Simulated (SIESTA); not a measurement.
The system is Au.

```
Au
1.0
     0.00000    2.03500    2.03500
     2.03500    0.00000    2.03500
     2.03500    2.03500    0.00000
Au
1
Direct
  0.00000 0.00000 0.00000
```

Base run:

* Program: SIESTA 5.4.2
* Functional: PBE
* Potentials or basis: Ansatz (PBE files)
* Basis: DZP (energy shift 0.003 Ry; two zetas on semicore shells)
* Grid cutoff: 800 Ry
* Energy shift: 0.003 Ry
* k mesh: 11 × 11 × 11
* Occupations: fermi-dirac, width 0.05 eV
* Spin: no spin polarisation

Its results: band gap on the k mesh none (metal or under the smearing width); pressure 12.7 GPa.

**Question.** After a change of settings the same cell gave: band gap on the k mesh none (metal or under the smearing width); pressure 10.1 GPa. Which change was it?
A. potentials or basis from Ansatz (PBE files) to PseudoDojo 0.4 standard (PBE files)
B. potentials or basis from Ansatz (PBE files) to PseudoDojo 0.5 standard (PBE files)
C. potentials or basis from Ansatz (PBE files) to SPMS 1.0 (PBE files) or PseudoDojo by element
D. potentials or basis from Ansatz (PBE files) to SG15 1.2 (PBE files) or PseudoDojo by element

**Answer.** D.

Caveats: the basis of atomic orbitals isn't converged, which shifts pressures, moduli and gaps; short orbitals over semicore shells can move pressures by several GPa (some runs).
